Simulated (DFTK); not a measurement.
Runs of DFTK 0.8.2 on KTaO3. It takes space group Pm-3m (No. 221, cubic). Conventional cell: a = 3.988 Å, b = 3.988 Å, c = 3.988 Å, α = 90.00°, β = 90.00°, γ = 90.00°. Ta (site symmetry m-3m) has 6 O at 1.99 Å as nearest neighbours. K (site symmetry m-3m) has 12 O at 2.82 Å as nearest neighbours. O (site symmetry 4/mmm) has 2 Ta at 1.99 Å as nearest neighbours. 

```tsv
task	level	potentials or basis	k mesh	cutoff (eV)	valence electrons	SCF solver	gap on the mesh (eV)	pressure (GPa)
band structure	TASK	in-house norm-conserving set (r2SCAN, scalar relativistic)	4 × 4 × 4	1279	K 9, O 6, Ta 13	-	(b)	10.4
band structure	r2SCAN	in-house norm-conserving set (r2SCAN, scalar relativistic)	4 × 4 × 4	1279	K 9, O 6, Ta 13	-	2.62	(a)
band structure	BJ06	SG15 1.2 (PBE)	4 × 4 × 4	1225	K 9, O 6, Ta 27	ScfAndersonSolver	2.78	-
single point	PBE	dojo.nc.sr.pbe.v0_4_1.standard.upf (PBE)	7 × 7 × 7	1143	K 9, O 6, Ta 13	-	2.30	4.4
band structure	PBE	SG15 1.2 (PBE)	6 × 6 × 6	952	K 9, O 6, Ta 27	-	2.20	-
band structure	PBEsol	SPMS 1.0 (PBE)	7 × 7 × 7	816	K 9, O 6, Ta 13	-	2.20	-
```

Alike in all rows: no spin polarisation; cell as given; smearing fermi-dirac 0.05 eV.

Problem. Estimate the missing entries.

Solution. (a) 0.8; (b) 3.13.

Caveats: spin-orbit coupling is left out, which moves the levels of the heavy elements; the potentials were made for another functional, which shifts forces and pressure (some runs); the program warned that the kinetic-energy density falls under its von Weizsäcker bound, which can give unphysical results (some runs); the program leaves the constant c of mgga_x_tb09 at 1, so the potential is Becke-Johnson's (BJ06) and not Tran and Blaha's, with levels but no total energy (some runs); an odd mesh through Γ misses points on the zone boundary, where band edges often lie (some runs).

A k mesh can miss the band edges, and the runs leave out spin-orbit coupling on Ta.
